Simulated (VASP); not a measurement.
# PbO2 under changes of volume

One of the cells (14.459 Å³/atom); the others are scaled copies at fixed shape and fractional positions:

```
CELL_PARAMETERS angstrom
5.02804 0.00000 0.00000
0.00000 5.02804 0.00000
0.00000 0.00000 3.43158
ATOMIC_POSITIONS crystal
Pb 0.50000 0.50000 0.50000
Pb 0.00000 0.00000 0.00000
O 0.69257 0.69257 0.00000
O 0.80743 0.19257 0.50000
O 0.19257 0.80743 0.50000
O 0.30743 0.30743 0.00000
```

The cell is a database's computed one.

* Program: VASP 6.6.1
* Functional: PBEsol
* Potentials or basis: VASP PAW PBE potentials, release 64 (Pb_d, O)
* Cutoff: 520 eV
* k mesh: 6 × 6 × 8
* Occupations: fermi-dirac, width 0.05 eV
* Spin: no spin polarisation

```tsv
volume (Å³/atom)	energy over the lowest point (meV/atom)	pressure (GPa)	largest force (eV/Å)
13.325	27.99	10.8	0.153
13.609	12.05	6.9	0.094
13.892	?	?	?
14.459	0.00	-2.2	0.051
14.743	5.67	-4.5	0.091
15.026	15.24	-6.6	0.129
```

Problem. What does the run at 13.892 Å³/atom give?

Solution. Energy over the lowest point 2.59 meV/atom; pressure 3.5 GPa; largest force 0.041 eV/Å.

Worked out: A Birch-Murnaghan fit of order 3 (a polynomial in V^(-2/3)) to the other rows has its minimum at 14.24 Å³/atom with B0 = V·E''(V) = 138 GPa and B' = 5.2 at fixed shape and positions, which overstates the stiffness. It gives 2.58 meV/atom at 13.892 Å³/atom, against the run's 2.59, and -dE/dV = 3.7 GPa, against 3.5.

Energies are extrapolated to zero smearing.

Caveats: the PAW data sets were made with another functional, which shifts forces and pressure a little.
